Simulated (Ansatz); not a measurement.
Al2Au:

```
CELL_PARAMETERS angstrom
0.00000 3.00000 3.00000
3.00000 0.00000 3.00000
3.00000 3.00000 0.00000
ATOMIC_POSITIONS crystal
Au 0.00000 0.00000 0.00000
Al 0.75000 0.75000 0.75000
Al 0.25000 0.25000 0.25000
```

Base run:

* Program: Ansatz 0.2.0
* Functional: PBEsol
* Potentials or basis: all-electron LAPW, scalar-relativistic
* Cutoff: 228 eV
* Density cutoff: 913 eV
* Basis error allowed: 0.002 eV/atom
* k mesh: 6 × 6 × 6
* Occupations: fermi-dirac, width 0.05 eV
* Spin: no spin polarisation

Its results: pressure 0.2 GPa.

Question: The run is repeated on the same cell with these changes: potentials or basis from all-electron LAPW, scalar-relativistic to all-electron LAPW, relativistic spinors; spin from no spin polarisation to spin-orbit coupling, no magnetisation. What comes out?

Answer: Pressure -0.6 GPa.

Caveats: the k mesh is thin for a metal, which can move the energy by tens of meV per atom.

Not every run made on this cell is shown here.
